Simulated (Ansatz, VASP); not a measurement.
## GaP in VASP and in Ansatz

The input INCAR:

```
PREC = Accurate ; ENCUT = 520
EDIFF = 1E-6 ; ISMEAR = -1
SIGMA = 0.05 ; LREAL = F
LASPH = T ; NELM = 80
ALGO = Normal ; ISIF = 2
LWAVE = F ; LCHARG = F
GGA = PE ; NBANDS = 16
```

File KPOINTS:

```
regular mesh
0
Gamma
  8 8 9
```

POSCAR

```
GaP
1.0
    3.4334602406      0.0000000000      0.0000000000
    0.0000000000      3.4334602406      0.0000000000
    0.0000000000      0.0000000000      2.7837503057
Ga P
1 1
Direct
    0.0000000000      0.0000000000      0.0000000000
    0.5000000000      0.5000000000      0.5000000000
```

File input.yaml:

```yaml
crystal:
  lattice:
    - [3.4334602406, 0.0, 0.0]
    - [0.0, 3.4334602406, 0.0]
    - [0.0, 0.0, 2.7837503057]
  atoms:
    - { symbol: Ga, position: [0.0, 0.0, 0.0] }
    - { symbol: P, position: [0.5, 0.5, 0.5] }
hamiltonian:
  xc: pbe
  pseudopotentials: { kind: paw }
kpoints:
  mp_grid: { grid: [8, 8, 9] }
scf:
  occupations: { method: fermi_dirac, width: 0.05 }
output:
  forces: true
  stress: true
  eigenvalues: true
  write_density: true
  write_potential: true
  elf: true
  volumetric_format: npy
```

The cell was built by a generator and needn't be a form met in nature.

Alike in both runs: task single point; functional PBE; k mesh 8 × 8 × 9; occupations fermi-dirac, width 0.05 eV; no spin polarisation.

|  | VASP | Ansatz |
| --- | --- | --- |
| version | VASP 6.6.1 | Ansatz 0.2.0 |
| potentials or method | VASP PAW PBE potentials, release 64 (Ga_d, P) | Ansatz PAW |
| plane-wave cutoff (eV) | 520 | 420 |
| valence electrons in the cell | 18 | 18 |

```csv
,VASP,Ansatz,Ansatz less VASP
gap on the k mesh at the Fermi level (eV),none,none,-
pressure (GPa),1.4,1.4,-0.04
```

A gap of «none» marks a metal or a gap that the smearing closes. The functional is the same, so the differences come from potentials, cutoffs and numerics.
